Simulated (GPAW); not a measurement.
Wanted: an ASE script for a GPAW 26.7.0 run.

```yaml
Task: relaxation of cell and atoms
Functional: BLYP
Dispersion: D4
Potentials_or_basis: PAW data sets generated in the run's folder for this functional
Cutoff: 600 eV
Basis: pw
k_mesh: 8 × 8 × 8
Occupations: fermi-dirac, width 0.05 eV
Spin: no spin polarisation
Eigensolver: davidson
Maxiter: 150
Optimizer: FIRE
Fmax: 0.02 eV/Å
Max_steps: 100
Convergence: density=1e-05 forces=0.0001
```

The system is GaSb.

```xyz
2
Lattice="0.0000 3.0590 3.0590 3.0590 0.0000 3.0590 3.0590 3.0590 0.0000" Properties=species:S:1:pos:R:3 pbc="T T T"
Sb    4.5885    4.5885    4.5885
Ga    0.0000    0.0000    0.0000
```

One way to write it, as run:

run.py

```python
from ase import Atoms
from ase.calculators.mixing import SumCalculator
from ase.filters import FrechetCellFilter
from ase.io import write
from ase.optimize import FIRE
from dftd4.ase import DFTD4
from gpaw import GPAW, PW, setup_paths

setup_paths.insert(0, '.')

atoms = Atoms(['Sb', 'Ga'],
              cell=[[0.0, 3.059, 3.059],
                    [3.059, 0.0, 3.059],
                    [3.059, 3.059, 0.0]],
              scaled_positions=[[0.75, 0.75, 0.75],
                                [0.0, 0.0, 0.0]],
              pbc=True)

calc = GPAW(mode=PW(600),
            xc='BLYP',
            kpts={'size': (8, 8, 8), 'gamma': True},
            occupations={'name': 'fermi-dirac', 'width': 0.05},
            nbands=18,
            convergence={'density': 1e-05, 'forces': 0.0001},
            eigensolver='davidson',
            maxiter=150,
            txt='gpaw.txt')
atoms.calc = SumCalculator([calc, DFTD4(method='blyp')])
opt = FIRE(FrechetCellFilter(atoms), trajectory='relax.traj', logfile='-')
done = opt.run(fmax=0.02, steps=100)
calc.write('gs.gpw')
write('result.traj', atoms)
print('Converged:', done)
print('Cell:', atoms.cell.cellpar().round(4))
print('Volume:', round(atoms.get_volume(), 4))
print(atoms.get_scaled_positions().round(5))
```

Potentials or basis: PAW data sets generated in the run's folder for this functional, pw.

Run with:

```sh
$ gpaw-setup -f BLYP Ga Sb
$ OMP_NUM_THREADS=1 python run.py
```

Results of the run:

| Quantity | Value |
| --- | --- |
| Relaxed volume | 28.73 Å³/atom |
| Relaxed cell | a = 4.331 Å, b = 4.331 Å, c = 4.331 Å, α = 60.00°, β = 60.00°, γ = 60.00° |
| Space group after relaxing (to 0.05 Å) | F-43m (No. 216) |
| Energy gained by relaxing | 0.1 meV/atom |
| Ionic steps | 4 |
| Pressure after relaxing | 0.1 GPa |
| Band gap on the k mesh | none (metal or under the smearing width) |
| Dispersion energy per atom | -0.792 eV |

Caveat: later steps reuse the first step's grids; pairwise dispersion overbinds metals, which lowers pressure and volume; this crystal is a semiconductor, whose small gap the functional closes, so the metal is an error of the method.

Run time: 99 s on 1 thread of Arm Neoverse V1, with other jobs on the host, peak memory 0.27 GiB.
